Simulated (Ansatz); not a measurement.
Bi2TeSe2 (Skippenite): relaxation of cell and atoms with PBEsol+D4

Bi2TeSe2 (Skippenite):

```
Bi Te Se
1.0
     2.09150    1.20753    9.71233
    -2.09150    1.20753    9.71233
     0.00000   -2.41506    9.71233
Bi Te Se
2 1 2
Direct
  0.60194 0.60194 0.60194
  0.39806 0.39806 0.39806
  0.00000 0.00000 0.00000
  0.78840 0.78840 0.78840
  0.21160 0.21160 0.21160
```

- Program: Ansatz 0.2.0
- Task: relaxation of cell and atoms
- Functional: PBEsol
- Dispersion: D4
- Potentials or basis: Ansatz PAW
- Cutoff: 420 eV (not typed: the program's choice for these potentials)
- k mesh: 7 × 7 × 7
- Occupations: fermi-dirac, width 0.05 eV
- Spin: no spin polarisation

```
Relaxed volume                         : 28.79 Å³/atom
Relaxed cell                           : a = 9.775 Å, b = 9.775 Å, c = 9.775 Å, α = 24.75°, β = 24.75°, γ = 24.75°
Space group after relaxing (to 0.05 Å) : R-3m (No. 166)
Energy gained by relaxing              : 70.8 meV/atom
Ionic steps                            : 7
Pressure after relaxing                : 0.0 GPa
Band gap on the k mesh                 : 0.45 eV, direct
```

Step by step:
```csv
step,energy change (eV),largest force (eV/Å),volume (Å³)
1,0.0000,1.7942,147.17
2,-0.2947,0.4364,148.95
3,-0.3474,0.0796,142.67
4,-0.3536,0.0419,144.52
5,-0.3543,0.0314,143.74
6,-0.3545,0.0014,143.96
7,-0.3540,0.0014,143.96
```

Final structure:
```cif
data_structure
_symmetry_space_group_name_H-M 'P 1'
_symmetry_Int_Tables_number 1
_cell_length_a 9.7747
_cell_length_b 9.7747
_cell_length_c 9.7747
_cell_angle_alpha 24.750
_cell_angle_beta 24.750
_cell_angle_gamma 24.750
_cell_volume 143.96
loop_
_atom_site_label
_atom_site_type_symbol
_atom_site_fract_x
_atom_site_fract_y
_atom_site_fract_z
_atom_site_occupancy
Bi1 Bi 0.59316 0.59316 0.59316 1
Bi2 Bi 0.40684 0.40684 0.40684 1
Te1 Te 0.00000 0.00000 0.00000 1
Se1 Se 0.79378 0.79378 0.79378 1
Se2 Se 0.20622 0.20622 0.20622 1
```

Levels at points of the mesh, in eV from the valence-band top:
```csv
k point,band 35,band 36,band 37,band 38,band 39,band 40,band 41,band 42,band 43,band 44
"(0.00, 0.00, 0.00)",-1.87,-1.87,-0.78,-0.78,0.00,0.45,1.02,1.02,2.23,2.56
```

Wall time 73 s on 2 threads of Arm Neoverse V1 (shared host), peak memory 0.6 GiB.

Caveat: odd divisions of the mesh miss points on the zone boundary, where band edges often lie, so the gap on the mesh can be too wide; the plane-wave basis is chosen anew once the cell has moved, so the energies of steps on either side of that aren't comparable; spin-orbit coupling is left out, which as a rule narrows the gap of such compounds by several tenths of an eV; the PAW data sets come from PBE, with cores solved anew for the run's functional, which leaves a small shift of forces and pressure. A k mesh can miss the band edges.
